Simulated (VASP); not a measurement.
# SnSe (Fm-3m) in VASP: settings compared

The runs below take SnSe through relaxation of cell and atoms, single point, with LDA, PBEsol.

Everything below comes from runs of VASP 6.6.1. Logs are shortened: lines on timing, memory, paths and dates and some standing lists are left out, and cuts for length are marked.

## (1) Starting point

It takes space group Fm-3m (No. 225, cubic). The conventional cell has a = 6.020 Å, b = 6.020 Å, c = 6.020 Å, α = 90.00°, β = 90.00°, γ = 90.00°. Sn (site symmetry m-3m) has 6 Se at 3.01 Å as nearest neighbours. Se (site symmetry m-3m) has 6 Sn at 3.01 Å as nearest neighbours.

Measurements of this composition are mostly on another form, of space group No. 62.

## (2) Relaxation of cell and atoms, LDA

Input file INCAR:

```
SYSTEM = SnSe
ALGO = Normal
EDIFF = 1E-6
EDIFFG = -0.02
ENCUT = 600
GGA = CA
IBRION = 2
ISIF = 3
ISMEAR = 0
LASPH = .TRUE.
LCHARG = .FALSE.
LREAL = .FALSE.
LWAVE = .FALSE.
NELM = 60
NSW = 40
PREC = Accurate
SIGMA = 0.02
```

Input file KPOINTS:

```
k-points
0
G
  8 8 8
  0 0 0
```

Input file POSCAR:

```
SnSe
1.0
    0.0000000000      3.0100000000      3.0100000000
    3.0100000000      0.0000000000      3.0100000000
    3.0100000000      3.0100000000      0.0000000000
Sn Se
1 1
Direct
    0.0000000000      0.0000000000      0.0000000000
    0.5000000000      0.5000000000      0.5000000000
```

Potentials or basis: VASP PAW LDA potentials, release 64 (Sn_d, Se).

Launch:

```
> cat potpaw_LDA.64/Sn_d/POTCAR potpaw_LDA.64/Se/POTCAR > POTCAR
> mpirun -np 1 vasp_std > vasp.out
```

OUTCAR:

```text
SYSTEM = SnSe
   EDIFF = 1E-6
   EDIFFG = -0.02
   ENCUT = 600
   GGA = CA
   IBRION = 2
   ISIF = 3
   ISMEAR = 0
   LASPH = .TRUE.
   LREAL = .FALSE.
   NELM = 60
   NSW = 40
   PREC = Accurate

 ion  position               nearest neighbor table
   1  0.000  0.000  0.000-   2 3.01   2 3.01   2 3.01   2 3.01   2 3.01   2 3.01
   2  0.500  0.500  0.500-   1 3.01   1 3.01   1 3.01   1 3.01   1 3.01   1 3.01

  LATTYP: Found a face centered cubic cell.
 ALAT       =     6.0200000000

  Lattice vectors:

 A1 = (   0.0000000000,   3.0100000000,   3.0100000000)
 A2 = (   3.0100000000,   0.0000000000,   3.0100000000)
 A3 = (   3.0100000000,   3.0100000000,   0.0000000000)

Analysis of symmetry for initial positions (statically):
=====================================================================
 Subroutine PRICEL returns:
 Original cell was already a primitive cell.

 Routine SETGRP: Setting up the symmetry group for a
 face centered cubic supercell.

 Subroutine GETGRP returns: Found 48 space group operations
 (whereof 48 operations were pure point group operations)
 out of a pool of 48 trial point group operations.

The static configuration has the point symmetry O_h .

Analysis of symmetry for dynamics (positions and initial velocities):
=====================================================================
 Subroutine PRICEL returns:
 Original cell was already a primitive cell.

 Routine SETGRP: Setting up the symmetry group for a
 face centered cubic supercell.

 Subroutine GETGRP returns: Found 48 space group operations
 (whereof 48 operations were pure point group operations)
 out of a pool of 48 trial point group operations.

The dynamic configuration has the point symmetry O_h .

 Subroutine INISYM returns: Found 48 space group operations
 (whereof 48 operations are pure point group operations),
 and found     1 'primitive' translations

----------------------------------------------------------------------------------------

                                     Primitive cell

  volume of cell :      54.5418

  direct lattice vectors                    reciprocal lattice vectors
     0.000000000  3.010000000  3.010000000    -0.166112957  0.166112957  0.166112957
     3.010000000  0.000000000  3.010000000     0.166112957 -0.166112957  0.166112957
     3.010000000  3.010000000  0.000000000     0.166112957  0.166112957 -0.166112957

  length of vectors
     4.256782823  4.256782823  4.256782823     0.287716081  0.287716081  0.287716081

  position of ions in fractional coordinates (direct lattice)
[... 75 lines left out ...]
   LSORBIT =      F    spin-orbit coupling
   LASPH  =      T    aspherical Exc in radial PAW
   ENCUT  =  600.0 eV  44.10 Ry    6.64 a.u.   8.50  8.50  8.50*2*pi/ulx,y,z
   NELM   =     60;   NELMIN=  2; NELMDL= -5     # of ELM steps
   EDIFF  = 0.1E-05   stopping-criterion for ELM
   LREAL  =      F    real-space projection
   EDIFFG = -.2E-01   stopping-criterion for IOM
   NSW    =     40    number of steps for IOM
   IBRION =      2    ionic relax: 0-MD 1-quasi-New 2-CG
   NFREE  =      1    steps in history (QN), initial steepest desc. (CG)
   ISIF   =      3    stress and relaxation
   ISYM   =      2    0-nonsym 1-usesym 2-fastsym
   POTIM  = 0.5000    time-step for ionic-motion
   TEBEG  =    0.0;   TEEND  =   0.0 temperature during run
   PSTRESS=    0.0 pullay stress
   NELECT =      20.0000    total number of electrons
   NUPDOWN=      -1.0000    fix difference up-down
   EMIN   =  10.00;   EMAX   =-10.00  energy-range for DOS
   EFERMI =   0.00;   METHOD = LEGACY
   ISMEAR =     0;   SIGMA  =   0.02  broadening in eV -4-tet -1-fermi 0-gaus
   EFERMI_NEDOS =   21; number of points for ismear=-14 and -15
   IALGO  =     38    algorithm
   IMIX   =      4    mixing-type and parameters
     AMIX     =   0.40;   BMIX     =  1.00
     AMIX_MAG =   1.60;   BMIX_MAG =  1.00
  volume/ion in A,a.u.               =      27.27       184.03
  Fermi-wavevector in a.u.,A,eV,Ry     =   1.171768  2.214321 18.681350  1.373040
  Thomas-Fermi vector in A             =   2.308207
   LORBIT       =      0    0 simple, 1 ext, 2 COOP (PROOUT), +10 PAW based schemes
   GGA     = CA    functional components
   LHFCALC =     F    Hartree Fock is set to
   AEXX    =    0.0000 exact exchange contribution
   IVDW    =     0    specifies the selected vdW correction
   LEPSILON=     F    determine dielectric tensor
   LRPA    =     F    only Hartree local field effects (RPA)
 conjugate gradient relaxation of ions
 non-spin polarized calculation
 Gauss-broadening in eV      SIGMA  =   0.02
  energy-cutoff  :      600.00
  volume of cell :       54.54
 maximum number of plane-waves:      1841
 NGX is ok and might be reduce to    36
   NGX = 17   NGY = 17   NGZ = 17

--------------------------------------- Ionic step        1  -------------------------------------------

 number of electron      19.9999999 magnetization

 Free energy of the ion-electron system (eV)
  ---------------------------------------------------
  ext. energy  EPLUGINS =         0.00000000
  ---------------------------------------------------
  free energy    TOTEN  =        -9.47491624 eV

  energy without entropy =       -9.47491624  energy(sigma->0) =       -9.47491624

 E-fermi :   5.4997     XC(G=0):  -9.8825

 val. band max:        5.3257487886   @ k =   0.5000   0.0000   0.0000
 cond. band min:       5.9552048165   @ k =   0.5000   0.0000   0.0000
 fundamental gap:      0.6294560278
 Fermi energy:         5.4996696645

 k-point     1 :       0.0000    0.0000    0.0000
  band No.  band energies     occupation
      1     -16.0736      2.00000
      2     -16.0736      2.00000
      3     -16.0717      2.00000
      4     -16.0717      2.00000
      5     -16.0717      2.00000
      6      -8.4459      2.00000
      7       0.2389      2.00000
      8       3.2580      2.00000
      9       3.2580      2.00000
     10       3.2580      2.00000
     11       9.6419      0.00000
     12       9.6419      0.00000
     13       9.6419      0.00000
     14      11.2877      0.00000
[... 462 lines left out ...]
--------------------------------------- Ionic step        3  -------------------------------------------

 number of electron      20.0000000 magnetization

 Free energy of the ion-electron system (eV)
  ---------------------------------------------------
  ext. energy  EPLUGINS =         0.00000000
  ---------------------------------------------------
  free energy    TOTEN  =        -9.51003247 eV

  energy without entropy =       -9.51003247  energy(sigma->0) =       -9.51003247

 E-fermi :   6.1388     XC(G=0): -10.1595

 val. band max:        6.0111429549   @ k =  -0.2500   0.1250   0.0000
 cond. band min:       6.7811009482   @ k =  -0.3750   0.1250   0.0000
 fundamental gap:      0.7699579933
 Fermi energy:         6.1387675848

 k-point     1 :       0.0000    0.0000    0.0000
  band No.  band energies     occupation
      1     -15.3528      2.00000
      2     -15.3528      2.00000
      3     -15.3479      2.00000
      4     -15.3479      2.00000
      5     -15.3479      2.00000
      6      -8.1638      2.00000
      7       1.1658      2.00000
      8       3.7954      2.00000
      9       3.7954      2.00000
     10       3.7954      2.00000
     11      10.5950      0.00000
     12      10.5950      0.00000
     13      10.5950      0.00000
     14      11.9357      0.00000
[... 420 lines left out ...]
  FREE ENERGIE OF THE ION-ELECTRON SYSTEM (eV)
  ---------------------------------------------------
  free  energy   TOTEN  =        -9.5100324675 eV

  energy  without entropy=       -9.5100324675  energy(sigma->0) =       -9.51003247

 reached required accuracy - stopping structural energy minimisation
```

CONTCAR:

```text
SnSe
   1.00000000000000
    -0.0000000000000000    2.9484357778594976    2.9484357778594976
     2.9484357778594976   -0.0000000000000000    2.9484357778594976
     2.9484357778594976    2.9484357778594976   -0.0000000000000000
  Sn              Se
     1     1
Direct
     0.0000000000000000    0.0000000000000000    0.0000000000000000
     0.5000000000000000    0.5000000000000000    0.5000000000000000

  0.00000000E+00  0.00000000E+00  0.00000000E+00
  0.00000000E+00  0.00000000E+00  0.00000000E+00
```

It took 51 s on 1 thread of Intel Xeon Platinum 8488C (Sapphire Rapids), shared host; peak memory 0.2 GiB.

Results:

```yaml
Free_energy: -9.5100 eV
Relaxed_volume: 25.63 Å³/atom
Relaxed_cell: a = 4.170 Å, b = 4.170 Å, c = 4.170 Å, α = 60.00°, β = 60.00°, γ = 60.00°
Space_group_after_relaxing_to_0.05_Å: Fm-3m (No. 225)
Energy_gained_by_relaxing: 17.6 meV/atom
Ionic_steps: 3
Pressure_after_relaxing: 0.0 GPa
Band_gap_on_the_k_mesh: 0.77 eV, indirect (least direct gap 0.91 eV)
```

The path:
| step | energy change (eV) | largest force (eV/Å) | pressure (GPa) | volume (Å³) |
| --- | --- | --- | --- | --- |
| 1 | 0.0000 | 0.0000 | -3.23 | 54.54 |
| 2 | -0.0316 | 0.0000 | 1.19 | 50.32 |
| 3 | -0.0351 | 0.0000 | 0.02 | 51.26 |

Final structure:
```
Sn Se
1.0
     0.00000    2.94844    2.94844
     2.94844    0.00000    2.94844
     2.94844    2.94844    0.00000
Sn Se
1 1
Direct
  0.00000 0.00000 0.00000
  0.50000 0.50000 0.50000
```

Levels at points of the mesh, in eV from the valence-band top:
```
           k point  band 8  band 9  band 10  band 11  band 12  band 13
(0.00, 0.00, 0.00)   -2.22   -2.22    -2.22     4.58     4.58     4.58
(0.50, 0.00, 0.00)   -1.94   -1.94    -0.01     0.90     1.28     1.28
(0.50, 0.50, 0.00)   -5.78   -3.79    -3.79     2.91     5.74     5.74
```

Caveat: spin-orbit coupling is left out, which moves the levels of the heavy elements. LDA usually gives volumes a few per cent too small.

## (3) Single point, PBEsol

Input file INCAR:

```
SYSTEM = SnSe
PREC = Accurate
ENCUT = 500
EDIFF = 1E-6
ISMEAR = 0
SIGMA = 0.1
LREAL = .False.
LASPH = .True.
NELM = 80
ALGO = Normal
ISIF = 2
LWAVE = .False.
LCHARG = .False.
GGA = PS
```

Input file KPOINTS:

```
regular mesh
0
Gamma
  8 8 8
  0 0 0
```

Input file POSCAR:

```
SnSe
4.2568
    0.000000000000      0.707103927833      0.707103927833
    0.707103927833      0.000000000000      0.707103927833
    0.707103927833      0.707103927833      0.000000000000
Sn Se
1 1
Direct
    0.0000000000      0.0000000000      0.0000000000
    0.5000000000      0.5000000000      0.5000000000
```

Potentials or basis: VASP PAW PBE potentials, release 64 (Sn, Se).

Launch:

```
> cat potpaw_PBE.64/Sn/POTCAR potpaw_PBE.64/Se/POTCAR > POTCAR
> mpirun -np 1 vasp_std > vasp.out
```

OUTCAR:

```text
SYSTEM = SnSe
   PREC = Accurate
   ENCUT = 500
   EDIFF = 1E-6
   ISMEAR = 0
   LREAL = .False.
   LASPH = .True.
   NELM = 80
   ISIF = 2
   GGA = PS

 ion  position               nearest neighbor table
   1  0.000  0.000  0.000-   2 3.01   2 3.01   2 3.01   2 3.01   2 3.01   2 3.01
   2  0.500  0.500  0.500-   1 3.01   1 3.01   1 3.01   1 3.01   1 3.01   1 3.01

  LATTYP: Found a face centered cubic cell.
 ALAT       =     6.0200000000

  Lattice vectors:

 A1 = (   0.0000000000,   3.0100000000,   3.0100000000)
 A2 = (   3.0100000000,   0.0000000000,   3.0100000000)
 A3 = (   3.0100000000,   3.0100000000,   0.0000000000)

Analysis of symmetry for initial positions (statically):
=====================================================================
 Subroutine PRICEL returns:
 Original cell was already a primitive cell.

 Routine SETGRP: Setting up the symmetry group for a
 face centered cubic supercell.

 Subroutine GETGRP returns: Found 48 space group operations
 (whereof 48 operations were pure point group operations)
 out of a pool of 48 trial point group operations.

The static configuration has the point symmetry O_h .

Analysis of symmetry for dynamics (positions and initial velocities):
=====================================================================
 Subroutine PRICEL returns:
 Original cell was already a primitive cell.

 Routine SETGRP: Setting up the symmetry group for a
 face centered cubic supercell.

 Subroutine GETGRP returns: Found 48 space group operations
 (whereof 48 operations were pure point group operations)
 out of a pool of 48 trial point group operations.

The dynamic configuration has the point symmetry O_h .

 Subroutine INISYM returns: Found 48 space group operations
 (whereof 48 operations are pure point group operations),
 and found     1 'primitive' translations

----------------------------------------------------------------------------------------

                                     Primitive cell

  volume of cell :      54.5418
[... 115 lines left out ...]
   LHFCALC =     F    Hartree Fock is set to
   AEXX    =    0.0000 exact exchange contribution
   IVDW    =     0    specifies the selected vdW correction
   LEPSILON=     F    determine dielectric tensor
   LRPA    =     F    only Hartree local field effects (RPA)
 non-spin polarized calculation
 Gauss-broadening in eV      SIGMA  =   0.10
  energy-cutoff  :      500.00
  volume of cell :       54.54
 maximum number of plane-waves:      1411
   NGX = 15   NGY = 15   NGZ = 15

 number of electron      10.0000001 magnetization

 Free energy of the ion-electron system (eV)
  ---------------------------------------------------
  ext. energy  EPLUGINS =         0.00000000
  ---------------------------------------------------
  free energy    TOTEN  =        -8.97763727 eV

  energy without entropy =       -8.97763725  energy(sigma->0) =       -8.97763726

 E-fermi :   4.3253     XC(G=0):  -9.6929

 val. band max:        3.9999450919   @ k =   0.5000   0.0000   0.0000
 cond. band min:       4.6528968664   @ k =   0.5000   0.0000   0.0000
 fundamental gap:      0.6529517745
 Fermi energy:         4.3252508829

 k-point     1 :       0.0000    0.0000    0.0000
  band No.  band energies     occupation
      1      -9.7939      2.00000
      2      -1.0128      2.00000
      3       1.9022      2.00000
      4       1.9022      2.00000
      5       1.9022      2.00000
      6       8.3781      0.00000
      7       8.3781      0.00000
      8       8.3781      0.00000
      9       9.8762      0.00000
[... 265 lines left out ...]
 k-point    24 :      -0.3750    0.2500    0.1250
  band No.  band energies     occupation
      1      -8.7197      2.00000
      2      -3.5677      2.00000
      3       0.3339      2.00000
      4       0.8802      2.00000
      5       3.2912      2.00000
      6       5.0648      0.00000
      7       7.1643      0.00000
      8       8.0553      0.00000
      9      11.1798      0.00000

 [... further k-points ...]

------------------------ aborting loop because EDIFF is reached ----------------------------------------

  FORCE on cell =-STRESS in cart. coord.  units (eV):
  Direction    XX          YY          ZZ          XY          YZ          ZX
  --------------------------------------------------------------------------------------
  -------------------------------------------------------------------------------------
  Total       -0.6946365     -0.6946365     -0.6946365     -0.0000000     -0.0000000      0.0000000
  in kB      -20.4050979    -20.4050979    -20.4050979     -0.0000000     -0.0000000      0.0000000
  external PRESSURE =     -20.4050979 kB  Pullay stress =       0.0000000 kB

 VOLUME and BASIS-vectors are now :
 -----------------------------------------------------------------------------
  energy-cutoff  :      500.00
  volume of cell :       54.54
      direct lattice vectors                 reciprocal lattice vectors
     0.000000000  3.010000000  3.010000000    -0.166112957  0.166112957  0.166112957
     3.010000000  0.000000000  3.010000000     0.166112957 -0.166112957  0.166112957
     3.010000000  3.010000000  0.000000000     0.166112957  0.166112957 -0.166112957

 POSITION                                       TOTAL-FORCE (eV/Angst)
 -----------------------------------------------------------------------------------
      0.00000      0.00000      0.00000        -0.000000     -0.000000     -0.000000
      3.01000      3.01000      3.01000         0.000000      0.000000      0.000000
 -----------------------------------------------------------------------------------
    total drift:                                0.000000     -0.000000      0.000000

  FREE ENERGIE OF THE ION-ELECTRON SYSTEM (eV)
  ---------------------------------------------------
  free  energy   TOTEN  =        -8.9776372748 eV

  energy  without entropy=       -8.9776372522  energy(sigma->0) =       -8.97763726
```

stdout:

```text
POSCAR found type information on POSCAR SnSe
 POSCAR found :  2 types and       2 ions
 scaLAPACK will be used
 -----------------------------------------------------------------------------
|                                                                             |
|                                                                             |
|     You enforced a specific xc type in the INCAR file but a different       |
|     I HOPE YOU KNOW WHAT YOU ARE DOING!                                     |
|                                                                             |
 -----------------------------------------------------------------------------

 LDA part: xc-table for (Slater+PW92), standard interpolation
 POSCAR, INCAR and KPOINTS ok, starting setup
 FFT: planning ... GRIDC
 FFT: planning ... GRID_SOFT
 FFT: planning ... GRID
 WAVECAR not read
 entering main loop
```

It took 18 s on 1 thread of Intel Xeon Platinum 8488C (Sapphire Rapids), shared host; peak memory 0.18 GiB.

What came out:

- Free energy: -8.9776 eV
- Pressure: -2.0 GPa
- Band gap on the k mesh: 0.65 eV, direct

Caveat: the PAW data sets were made with another functional, which shifts forces and pressure a little; spin-orbit coupling is left out, which moves the levels of the heavy elements.

## (4) Single point, PBEsol

Input file run.py:

```python
from ase.calculators.vasp import Vasp
from ase.dft.bandgap import bandgap
from ase.io import read

atoms = read('SnSe.cif')
calc = Vasp(
    directory='calc',
    xc='pbesol',
    pp='PBE',
    setups='minimal',
    prec='Accurate',
    encut=500,
    ediff=1e-06,
    ismear=0,
    sigma=0.1,
    lreal=False,
    lasph=True,
    nelm=100,
    algo='Normal',
    isif=2,
    lwave=False,
    lcharg=False,
    kpts=[8, 8, 8],
    gamma=True,
)
atoms.calc = calc

print('energy (eV):', atoms.get_potential_energy())
print('free energy (eV):', atoms.get_potential_energy(force_consistent=True))
print('forces (eV/A):')
print(atoms.get_forces())
print('stress (eV/A^3, Voigt):', atoms.get_stress())
print('Fermi level (eV):', calc.get_fermi_level())
gap, top, bottom = bandgap(calc)
print('band gap (eV):', gap, 'from (spin, k, band)', top, 'to', bottom)
```

Input file SnSe.cif:

```cif
data_SnSe
_cell_length_a 4.25678282
_cell_length_b 4.25678282
_cell_length_c 4.25678282
_cell_angle_alpha 60.00000000
_cell_angle_beta 60.00000000
_cell_angle_gamma 60.00000000
_space_group_name_H-M_alt 'P1'
_space_group_name_Hall 'P 1'
_space_group_IT_number 1
loop_
_space_group_symop_operation_xyz
'x,y,z'
loop_
_atom_site_label
_atom_site_type_symbol
_atom_site_symmetry_multiplicity
_atom_site_Wyckoff_symbol
_atom_site_fract_x
_atom_site_fract_y
_atom_site_fract_z
_atom_site_occupancy
Sn1 Sn 1 a 0.0000000000 0.0000000000 0.0000000000 1
Se1 Se 1 a 0.5000000000 0.5000000000 0.5000000000 1
```

Launch:

```
> python run.py
```

Run time: 20 s. Hardware: 1 thread of Intel Xeon Platinum 8488C (Sapphire Rapids), shared host; peak memory 0.18 GiB.

The run converged. Its results:

| Item | Value |
| --- | --- |
| Free energy | -8.9776 eV |
| Pressure | -2.0 GPa |
| Band gap on the k mesh | 0.65 eV, direct |

Levels at points of the mesh, in eV from the valence-band top:
| k point | band 3 | band 4 | band 5 | band 6 | band 7 | band 8 |
| --- | --- | --- | --- | --- | --- | --- |
| (0.00, 0.00, 0.00) | -2.10 | -2.10 | -2.10 | 4.38 | 4.38 | 4.38 |
| (0.50, 0.00, 0.00) | -1.86 | -1.86 | 0.00 | 0.65 | 1.30 | 1.30 |
| (0.50, 0.50, 0.00) | -5.42 | -3.56 | -3.56 | 3.00 | 5.42 | 5.42 |

Caveat: the PAW data sets were made with another functional, which shifts forces and pressure a little; spin-orbit coupling is left out, which moves the levels of the heavy elements. A k mesh can miss the band edges.
